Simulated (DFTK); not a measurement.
Input of a DFTK 0.8.2 run:

File run.jl:

```julia
using DFTK
using PseudoPotentialData
using Unitful, UnitfulAtomic
using LinearAlgebra, Printf
include("save.jl")
disable_threading()

# lattice vectors are the columns
lattice = austrip(1u"Å") * [           0.0         2.9305         2.9305;
                   2.9305            0.0         2.9305;
                   2.9305         2.9305            0.0]
symbols   = [:In, :P]
positions = [[0.0, 0.0, 0.0],
             [0.75, 0.75, 0.75]]
pseudopotentials = Dict(:In => "In.upf", :P => "P.upf")
elements = Dict(s => ElementPsp(s, pseudopotentials; rcut=10.0) for s in unique(symbols))
atoms    = [elements[s] for s in symbols]

build_model(lattice, positions; symmetries=true) =
    model_DFT(lattice, atoms, positions;
              functionals=LDA(),
              temperature=austrip(0.05u"eV"),
              smearing=Smearing.FermiDirac(),
              symmetries)
Ecut  = 45.0  # hartree
kgrid = [7, 7, 7]
tol   = 1e-6
to_GPa = ustrip(uconvert(u"GPa", 1u"hartree/bohr^3"))

model = build_model(lattice, positions)
basis = PlaneWaveBasis(model; Ecut, kgrid)
display(basis)
scfres = self_consistent_field(basis;
                               tol,
                               nbandsalg=AdaptiveBands(model; n_bands_converge=14))
display(scfres.energies)
@printf "Fermi level: %.6f eV\n" ustrip(auconvert(u"eV", something(scfres.εF, NaN)))
forces = compute_forces_cart(scfres)
println("Forces (eV/Å)")
for (s, f) in zip(symbols, forces)
    @printf "%-3s %12.6f %12.6f %12.6f\n" s ustrip.(auconvert.(u"eV/Å", f))...
end
stress = compute_stresses_cart(scfres)
println("Stress (GPa)")
display(round.(stress * to_GPa; digits=4))
println("Levels at the first k-point (eV): ", round.(ustrip.(auconvert.(u"eV", scfres.eigenvalues[1][1:scfres.n_bands_converge])); digits=4))
save_scf!(scfres; forces, stress)

points = Dict("G" => [0.0, 0.0, 0.0], "K" => [0.375, 0.375, 0.75], "L" => [0.5, 0.5, 0.5], "U" => [0.625, 0.25, 0.625], "W" => [0.5, 0.25, 0.75], "X" => [0.5, 0.0, 0.5])
segments = [("G", "X", 7), ("X", "W", 4), ("W", "K", 3), ("K", "G", 7), ("G", "L", 6), ("L", "U", 4), ("U", "W", 3), ("W", "L", 5), ("L", "K", 4), ("U", "X", 3)]
kcoords = vcat([[points[a] + t * (points[b] - points[a]) for t in range(0, 1, n)] for (a, b, n) in segments]...)
bands = compute_bands(scfres, ExplicitKpoints(kcoords); n_bands=16, tol=1e-5)
for (k, ε) in zip(bands.basis.kpoints, bands.eigenvalues)
    @printf "%d %8.4f %8.4f %8.4f " k.spin k.coordinate...
    println(join([@sprintf("%9.4f", e) for e in ustrip.(auconvert.(u"eV", ε .- scfres.εF))]))
end
results["band_energies"] = rows(bands.eigenvalues); results["band_kpoints"] = rows(kcoords)
```

Potentials or basis: SG15 1.2 (PBE).

Launch:

```console
$ julia --threads=1 run.jl  # save.jl only writes the numbers to a file and isn't shown; printed stress counts tension as positive; times include loading and compiling
```

Problem. What does it give for the band gap along the path?

Solution. 0.53 eV, direct.

Problem. What does it give for the band gap on the k mesh?

Solution. 0.53 eV, direct.

Problem. Estimate the pressure.

Solution. -0.6 GPa.

Levels at the corners of the path, in eV from the valence-band top:
| point | band 6 | band 7 | band 8 | band 9 | band 10 | band 11 | band 12 | band 13 |
| --- | --- | --- | --- | --- | --- | --- | --- | --- |
| Γ | -11.60 | 0.00 | 0.00 | 0.00 | 0.53 | 3.89 | 3.89 | 3.89 |
| X | -9.12 | -5.92 | -2.40 | -2.40 | 1.55 | 2.09 | 9.06 | 9.42 |
| W | -9.04 | -5.77 | -3.05 | -3.03 | 4.17 | 4.30 | 5.37 | 5.99 |
| K | -9.13 | -5.77 | -3.42 | -2.01 | 2.17 | 4.28 | 7.37 | 7.39 |
| Γ | -11.60 | 0.00 | 0.00 | 0.00 | 0.53 | 3.89 | 3.89 | 3.89 |
| L | -9.80 | -5.89 | -1.01 | -1.01 | 1.31 | 4.64 | 4.64 | 6.91 |
| U | -9.13 | -5.77 | -3.42 | -2.01 | 2.17 | 4.28 | 7.37 | 7.39 |
| W | -9.04 | -5.77 | -3.05 | -3.03 | 4.17 | 4.30 | 5.37 | 5.99 |
| L | -9.80 | -5.89 | -1.01 | -1.01 | 1.31 | 4.64 | 4.64 | 6.91 |
| K | -9.13 | -5.77 | -3.42 | -2.01 | 2.17 | 4.28 | 7.37 | 7.39 |
| U | -9.13 | -5.77 | -3.42 | -2.01 | 2.17 | 4.28 | 7.37 | 7.39 |
| X | -9.12 | -5.92 | -2.40 | -2.40 | 1.55 | 2.09 | 9.06 | 9.42 |

Caveat: the potentials were made for another functional, which shifts forces and pressure; spin-orbit coupling is left out, which moves the levels of the heavy elements.

**Experimental background.**

From a printed reference work, data compilation, for a bulk crystal of InP at 1.6 K: band gap 1.4236 eV (direct).

A measured gap of InP is 1.4236 eV (direct; 1.6 K; a printed reference work, data compilation); the calculated 0.53 eV misses it by -0.89 eV. Spin-orbit coupling on In is left out. The value is that of LDA, without temperature or zero-point motion. Semilocal functionals fall short of measured gaps as a rule.
